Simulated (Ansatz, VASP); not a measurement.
# Two plane-wave programs on Au

File INCAR:

```
PREC = Accurate
ENCUT = 520
EDIFF = 1E-6
ISMEAR = 0
SIGMA = 0.1
LREAL = False
LASPH = True
NELM = 100
ALGO = Normal
ISIF = 2
LWAVE = False
LCHARG = False
GGA = PS
NBANDS = 24
```

KPOINTS

```
Automatic mesh
0
Gamma
  6 6 6
```

Contents of POSCAR:

```
Au
1.0
    4.3493060371      0.0000000000      0.0000000000
   -2.1746530185      3.7666095169      0.0000000000
    0.0000000000      0.0000000000      2.7049732263
Au
3
Direct
    0.6666666700      0.3333333300      0.5000000000
    0.3333333300      0.6666666700      0.5000000000
    0.0000000000      0.0000000000      0.0000000000
```

Input for Ansatz:

```yaml
crystal:
  lattice:
    - [4.3493060371, 0.0, 0.0]
    - [-2.1746530185, 3.7666095169, 0.0]
    - [0.0, 0.0, 2.7049732263]
  atoms:
    - { symbol: Au, position: [0.66666667, 0.33333333, 0.5] }
    - { symbol: Au, position: [0.33333333, 0.66666667, 0.5] }
    - { symbol: Au, position: [0.0, 0.0, 0.0] }
basis:
  ecutwfc: 420
kpoints:
  mp_grid: { grid: [6, 6, 6] }
hamiltonian:
  xc: pbesol
scf:
  occupations: { method: gaussian, width: 0.1 }
output:
  forces: true
  stress: true
  eigenvalues: true
```

Alike in both runs: task single point; functional PBEsol; k mesh 6 × 6 × 6; occupations gaussian, width 0.1 eV; no spin polarisation.

|  | VASP | Ansatz |
| --- | --- | --- |
| version | VASP 6.6.1 | Ansatz 0.2.0 |
| potentials or method | VASP PAW PBE potentials, release 64 (Au) | scalar-relativistic, plane waves, PAW |
| plane-wave cutoff (eV) | 520 | 420 |
| valence electrons in the cell | 33 | 57 |

```tsv
	VASP	Ansatz	Ansatz less VASP
gap on the k mesh at the Fermi level (eV)	none	none	-
pressure (GPa)	43.1	43.4	+0.38
largest component of the traceless stress (GPa)	14.43	14.44	+0.010
```

A gap of «none» marks a metal or a gap that the smearing closes. The two sets of potentials don't hold the same shells in valence.

Caveats: the k mesh is coarse (spacing up to 0.39 Å⁻¹), so the values aren't converged; so large a pressure means that the cell lies far from this level's equilibrium, or that cutoff or potentials fall short (VASP); the potentials were made for another functional, which shifts forces and pressure (VASP). Spin-orbit coupling is left out, which matters for the levels of Au.
